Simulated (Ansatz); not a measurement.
**ZnSe (Stilleite): spin-orbit coupling beyond the local functionals**

Wanted: gaps of ZnSe (Stilleite) with and without spin-orbit coupling, with cost.

Calculated with Ansatz 0.2.0; density functionals with and without spin-orbit coupling, plane waves, PAW.

**Experimental background.**

- Gap 2.695 ± 0.003 eV: excitonic gap from free-exciton PL, not corrected for exciton binding; photoluminescence; 300 K; bulk crystal (Bridgman-grown crystal, polished and etched) (“Alloy Disordering Effects on the Thermal Conductivity and Energy Gap Temperature Dependence of Cd1−xZnxSe Ternary Crystals Grown by the Bridgman Method”, 2023, pmc:10253836).

Report form: the programs' logs are mostly left out.

## 1. The starting structure

It takes space group F-43m (No. 216, cubic). The conventional cell has a = 5.668 Å, b = 5.668 Å, c = 5.668 Å, α = 90.00°, β = 90.00°, γ = 90.00°. Nearest to Zn lie 4 Se at 2.45 Å. Nearest to Se lie 4 Zn at 2.45 Å. Farther neighbours and most contacts between anions are not listed.

The cell and positions come from the Crystallography Open Database and are kept as given unless a step says otherwise. The default PAW set here is soft_1. Its files were made with PBE.

## 2. HSE06, 4×4×4 mesh

This step: DFT, HSE06, plane waves, PAW.

Contents of input.yaml:

```yaml
crystal:
  lattice:
    - [0.0, 2.8338, 2.8338]
    - [2.8338, 0.0, 2.8338]
    - [2.8338, 2.8338, 0.0]
  atoms:
    - { symbol: Zn, position: [0.0, 0.0, 0.0] }
    - { symbol: Se, position: [0.25, 0.25, 0.25] }
kpoints:
  mp_grid: { grid: [4, 4, 4] }
  band_path:
    path:
      - [0.0, 0.0, 0.0]
      - [-0.5, -0.5, 0.0]
      - [-0.375, -0.375, 0.25]
      - [-0.375, 0.0, 0.375]
      - [0.0, 0.0, 0.5]
      - [-0.5, -0.25, 0.25]
    npoints: 1
hamiltonian:
  xc: hse06
  pseudopotentials: { kind: paw, azcp: { folder: "./paw" } }
scf:
  occupations: { method: fixed }
  n_extra_bands: 4
output:
  eigenvalues: true
```

On the command line:

```bash
$ ansatz run input.yaml --threads 3 --pin off --max-ram 92160MiB --backend cuda --events-out ev --progress --plain --runs-dir out --devices 1 --max-vram 13GiB
```

Run time: 23 s. Hardware: 1 × NVIDIA H100 80GB HBM3 (shared by 6 runs) with 3 threads of AMD EPYC 7R13 (Zen 3), shared host; peak memory 1 GiB; 10 s of CPU time.

Numbers from this step:

```
gap                     : 2.434 eV
valence top at          : Γ
conduction bottom at    : Γ
least direct gap        : 2.434 eV
exact-exchange fraction : 0.25
```

The gap is direct, at Γ.

## 3. HSE06+SOC, 4×4×4 mesh

Spin-orbit coupling can split or shift the edges; a non-collinear run measures by how much.

This step: DFT, HSE06 with spin-orbit coupling, plane waves, PAW.

input.yaml, as its differences from that of step 2:

```diff
@@ -21,6 +21,9 @@
   xc: hse06
-  pseudopotentials: { kind: paw, azcp: { folder: "./paw" } }
+  pseudopotentials: { kind: paw_fr, azcp: { folder: "./paw" } }
 scf:
   occupations: { method: fixed }
-  n_extra_bands: 4
+  n_extra_bands: 8
+magnetization:
+  noncollinear: true
+  spin_orbit: true
 output:
```

Wall time 42 s (1 × NVIDIA H100 80GB HBM3 (shared by 6 runs) with 3 threads); peak memory 1.4 GiB.

Numbers from this step:

* gap: 2.293 eV
* valence top at: Γ
* conduction bottom at: Γ
* least direct gap: 2.293 eV
* exact-exchange fraction: 0.25

The gap stands −0.14 eV against HSE06.

## 4. Together

Times are wall times on 1 × NVIDIA H100 80GB HBM3 (shared by 6 runs) with 3 threads of AMD EPYC 7R13 (Zen 3), shared host, good to a factor of about two.

| level | gap (eV) | with coupling (eV) | change (eV) | time | with coupling |
| --- | --- | --- | --- | --- | --- |
| HSE06 | 2.43 | 2.29 | −0.14 | 23 s | 42 s |

## 5. What came out

```json
{
  "HSE06": "2.43 eV",
  "HSE06+SOC": "2.29 eV"
}
```

What this shows: Spin-orbit coupling changes the gap by −0.14 eV and the least direct gap by −0.14 eV. Against experiment, by HSE06+SOC: the direct gap of 2.29 eV lies −0.40 eV from the measured 2.695 ± 0.003 eV (exciton, 300 K, 2023). An exciton line or allowed optical edge lies below the quasiparticle gap by the binding energy; a forbidden edge can push the onset above it. The lattice is static and excitons are left out.

[Paths, hosts, dates, memory and timing lines, banners, echoed tables and standing remarks are left out of the program output.]

[Logs are printed without paths, hosts, clocks, repeated set-up lines and the standing remarks that a program may print on its own settings, such as how far it seeks lower states.]

[Runs of the session that timed out or met a known fault of the program may be left out.]

[Cells called generated may have been cut or substituted from an entry of the Crystallography Open Database or the Materials Project.]

[Hosts, paths, dates, database ids (printed as entryN), source tags and the programs' standing remarks are cut or masked in the printed files.]
